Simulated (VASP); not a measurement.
Al2O3:

```
Al O
1.0
     3.01748    0.00000    0.00000
    -1.50874    2.61322    0.00000
     0.00000    0.00000    7.57464
Al O
2 3
Direct
  0.00000 0.00000 0.72205
  0.00000 0.00000 0.27795
  0.00000 0.00000 0.50000
  0.66667 0.33333 0.80055
  0.33333 0.66667 0.19945
```

Measurements of this composition are mostly on another form, of space group No. 167.

| Quantity | Value |
| --- | --- |
| Program | VASP 6.6.1 |
| Task | relaxation of cell and atoms |
| Functional | r2SCAN |
| Dispersion | rVV10 |
| Potentials or basis | VASP PAW PBE potentials, release 64 (Al, O) |
| Cutoff | 600 eV |
| k mesh | 10 × 10 × 4 |
| Occupations | gaussian, width 0.05 eV |
| Spin | no spin polarisation |

At the start: pressure -6.5 GPa; volume 11.95 Å³/atom.

Problem. How do energy, volume and symmetry change on relaxing?

Solution. Over 19 steps the energy falls by 11.0 meV/atom and the volume is 11.22 Å³/atom (-6.0 %); space group P-3m1 (No. 164, to 0.05 Å).

Step by step:
| step | energy change (eV) | largest force (eV/Å) | pressure (GPa) | volume (Å³) |
| --- | --- | --- | --- | --- |
| 1 | 0.0000 | 0.3948 | -6.50 | 59.73 |
| 2 | 0.0066 | 0.6406 | 7.68 | 55.63 |
| 3 | -0.0469 | 0.2551 | -0.13 | 57.69 |
| 4 | -0.0421 | 0.5037 | -0.06 | 57.44 |
| 5 | -0.0484 | 0.0747 | -0.13 | 57.61 |
| 6 | -0.0488 | 0.0568 | -0.07 | 57.54 |
| 7 | -0.0495 | 0.0666 | 0.11 | 57.31 |
| 8 | -0.0499 | 0.0632 | 0.07 | 57.28 |
| 9 | -0.0508 | 0.0528 | -0.08 | 57.21 |
| 10 | -0.0523 | 0.0329 | -0.36 | 57.07 |
| 11 | -0.0538 | 0.0223 | -0.89 | 56.78 |
| 12 | -0.0542 | 0.0126 | -0.73 | 56.68 |
| 13 | -0.0548 | 0.0084 | -0.39 | 56.46 |
| 14 | -0.0548 | 0.0490 | 0.32 | 56.03 |
| 15 | -0.0550 | 0.0302 | -0.02 | 56.23 |
| 16 | -0.0551 | 0.0320 | 0.00 | 56.19 |
| 17 | -0.0551 | 0.0393 | 0.02 | 56.15 |
| 18 | -0.0552 | 0.0204 | 0.03 | 56.13 |
| 19 | -0.0552 | 0.0028 | 0.03 | 56.12 |

Final structure:
```
CELL_PARAMETERS angstrom
2.97852 0.00000 0.00000
-1.48926 2.57948 0.00000
0.00000 0.00000 7.30395
ATOMIC_POSITIONS crystal
Al 0.00000 0.00000 0.72807
Al 0.00000 0.00000 0.27193
O 0.00000 0.00000 0.50000
O 0.66667 0.33333 0.80752
O 0.33333 0.66667 0.19248
```

Caveat: the PAW data sets were made with another functional, which shifts forces and pressure a little.
